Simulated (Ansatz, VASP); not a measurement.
## One calculation of SrCl2, two programs

Contents of POSCAR:

```
SrCl2
1.0
    0.0000000000      3.5423570000      3.5423570000
    3.5423570000      0.0000000000      3.5423570000
    3.5423570000      3.5423570000      0.0000000000
Sr Cl
1 2
Direct
    0.0000000000      0.0000000000      0.0000000000
    0.2500000000      0.2500000000      0.2500000000
    0.7500000000      0.7500000000      0.7500000000
```

INCAR.step1

```
SYSTEM = SrCl2
PREC = Accurate
ENCUT = 520
ISMEAR = -5
SIGMA = 0.0443
LREAL = .False.
LASPH = .True.
NELM = 80
NBANDS = 19
GGA = PE
ALGO = Normal
EDIFF = 1E-4
LWAVE = .True.
LCHARG = .False.
```

The input INCAR.step2:

```
SYSTEM = SrCl2
PREC = Accurate
ENCUT = 520
EDIFF = 1E-6
ISMEAR = -5
SIGMA = 0.0443
LREAL = .False.
LASPH = .True.
NELM = 80
ALGO = Normal
ISIF = 2
LWAVE = .False.
LCHARG = .False.
METAGGA = R2SCAN
LMIXTAU = .True.
LORBIT = 10
NBANDS = 19
NEDOS = 1001
ISTART = 1
```

KPOINTS

```
regular mesh
0
Gamma
  6 6 6
  0 0 0
```

Input for Ansatz:

```yaml
crystal:
  lattice:
    - [0.0, 3.542357, 3.542357]
    - [3.542357, 0.0, 3.542357]
    - [3.542357, 3.542357, 0.0]
  atoms:
    - { symbol: Sr, position: [0.0, 0.0, 0.0] }
    - { symbol: Cl, position: [0.25, 0.25, 0.25] }
    - { symbol: Cl, position: [0.75, 0.75, 0.75] }
  symmetry: { tolerance: 0.0003 }
kpoints:
  mp_grid: { grid: [6, 6, 6], shift: [0, 0, 0] }
  band_path:
    path:
      - [0.0, 0.0, 0.0]
      - [0.5, 0.0, 0.5]
      - [0.625, 0.25, 0.625]
      - [0.375, 0.375, 0.75]
      - [0.0, 0.0, 0.0]
      - [0.5, 0.5, 0.5]
      - [0.5, 0.25, 0.75]
      - [0.5, 0.0, 0.5]
    npoints: 8
magnetization:
  spin_polarized: false
scf:
  occupations: { method: cold, width: 0.0443 }
  lower_state_search: "off"
  max_iter: 200
hamiltonian:
  pseudopotentials: { kind: paw }
  xc: r2scan
basis:
  ecutwfc: 500
  fft_grid_basis: typed
output:
  forces: true
  stress: true
  eigenvalues: true
  bader: true
  populations: true
  elf: true
  write_potential: true
  volumetric_format: npy
  dos:
    e_range: [-12, 8]
    de: 0.05
    projected: { site_lists: { Cl: [Cl], Sr: [Sr] } }
checkpoint:
  read: saved_state
```

Alike in both runs: task density of states; functional r2SCAN; k mesh 6 × 6 × 6; no spin polarisation.

|  | VASP | Ansatz |
| --- | --- | --- |
| version | VASP 6.6.1 | Ansatz 0.2.0 |
| potentials or method | VASP PAW PBE potentials, release 64 (Sr_sv, Cl) | PAW plane waves |
| plane-wave cutoff (eV) | 520 | 500 |
| occupations | tetrahedron | cold, width 0.0443 eV |
| valence electrons in the cell | 24 | 24 |

|  | VASP | Ansatz | Ansatz less VASP |
| --- | --- | --- | --- |
| gap on the k mesh at the Fermi level (eV) | 5.80 | 5.79 | -0.001 |
| pressure (GPa) | -1.3 | -1.3 | -0.03 |

Caveats: the PAW data sets were made with another functional, which shifts forces and pressure a little (VASP). r2SCAN opens gaps a little over a GGA but as a rule still falls short of measured ones. A k mesh can miss the band edges.
